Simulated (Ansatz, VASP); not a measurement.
**Re: VASP beside Ansatz**

```
CELL_PARAMETERS angstrom
0.00000 1.94507 1.94507
1.94507 0.00000 1.94507
1.94507 1.94507 0.00000
ATOMIC_POSITIONS crystal
Re 0.00000 0.00000 0.00000
```

Alike in both runs: functional PBE; dispersion D3(BJ); k mesh 18 × 18 × 18; occupations gaussian, width 0.1 eV; no spin polarisation.

Ansatz relaxed the structure, and its values are those at the end. VASP's run is a single point on that final structure, the one shown.

|  | VASP | Ansatz |
| --- | --- | --- |
| version | VASP 6.6.1 | Ansatz 0.2.0 |
| potentials or method | VASP PAW PBE potentials, release 64 (Re) | scalar-relativistic, plane waves, PAW |
| plane-wave cutoff (eV) | 520 | 420 |
| valence electrons in the cell | 7 | 15 |

|  | VASP | Ansatz | Ansatz less VASP |
| --- | --- | --- | --- |
| gap on the k mesh at the Fermi level (eV) | none | none | - |
| pressure (GPa) | -0.5 | 0.0 | +0.47 |

A gap of «none» marks a metal or a gap that the smearing closes. The two sets of potentials don't hold the same shells in valence.

Caveats: pairwise dispersion overbinds metals, which lowers pressure and volume. Spin-orbit coupling is left out, which matters for the levels of Re.
